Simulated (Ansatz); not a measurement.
Clamped-ion strain scan in LiCl

Theory: DFT r2SCAN, scalar-relativistic, plane waves, PAW in Ansatz. The runs took a 500 eV cutoff, a Γ-centred 8×8×8 mesh and Gaussian smearing (0.05 eV). No spin polarisation. Energies are free energies at this smearing, counted from the undisturbed cell; pressure is positive in compression.

The starting cell (as given, not relaxed at this level; it stands at -0.3 GPa):

```
Li Cl
1.0
     0.00000    2.56476    2.56476
     2.56476    0.00000    2.56476
     2.56476    2.56476    0.00000
Li Cl
1 1
Direct
  0.00000 0.00000 0.00000
  0.50000 0.50000 0.50000
```

The cell is strained by ε times the Voigt pattern (1, 0, 0, 0, 0, 0) (xx, yy, zz, yz, xz, xy; engineering shear) with fractional coordinates fixed.

```tsv
ε	ΔE (meV/atom)	stress summed along the pattern (GPa, tension positive)	pressure (GPa)	gap on the mesh (eV)
-0.0400	?	-2.63	1.3	?
-0.0300	?	-1.75	0.8	?
-0.0200	0.6	-0.97	0.4	7.33
-0.0100	0.0	-0.27	0.0	7.28
0.0000	0.0	0.34	-0.3	7.23
0.0100	0.6	0.88	?	?
0.0200	1.8	1.35	-0.9	7.07
0.0300	3.5	1.77	-1.2	7.00
0.0350	4.5	1.96	-1.3	6.97
0.0400	5.5	2.13	-1.4	6.93
```

Problem. Give the withheld values.

Solution. ΔE (meV/atom) at ε = -0.0400: 4.3; gap on the mesh (eV) at ε = -0.0400: 7.44; ΔE (meV/atom) at ε = -0.0300: 2.0; gap on the mesh (eV) at ε = -0.0300: 7.39; pressure (GPa) at ε = 0.0100: -0.7; gap on the mesh (eV) at ε = 0.0100: 7.15.